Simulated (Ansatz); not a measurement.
Which way does GeS + ZnSe ⇌ GeSe + ZnS run?

Plane-wave DFT in Ansatz with scalar-relativistic PAW potentials, cutoff 420 eV, Γ-centred meshes chosen by cell and gap, Gaussian smearing with energies taken to zero width. Every cell was relaxed (cell and atoms) in a run of its own, within the symmetry of its start. Functional: PBE+D3(BJ).

Total energies hold large constants for each element; a whole number of eV per atom of each element is taken off below, which cancels in a balanced reaction.

| compound | lowest structure computed | structures tried | V (Å³/atom) | gap on mesh (eV) | E (eV per formula unit, common shift removed) |
| --- | --- | --- | --- | --- | --- |
| GeS | Pnma | 2 | 21.36 | 1.24 | -1.2340 |
| ZnSe | F-43m | 2 | 22.60 | 1.32 | -2.1713 |
| GeSe | Pnma | 3 | 23.53 | 0.73 | -1.2273 |
| ZnS | F-43m | 5 | 19.41 | 2.18 | -2.3489 |

Task: Work out the reaction energy at 0 K.

Result: ΔE = E(GeSe) + E(ZnS) − E(GeS) − E(ZnSe) = -0.171 eV, or -16 kJ per mole of reaction (-43 meV/atom). The right side is lower: Ge takes Se and Zn takes S. All four are computed as solids; where they are solids at ordinary conditions entropy changes little. A lower structure that wasn't tried would shift the value, and mixed crystals may lie lower than either side.

An atom lies near a switch of its D3 coefficient C6 between reference coordination numbers, so the dispersion energy changes steeply there and can make or shift the minimum.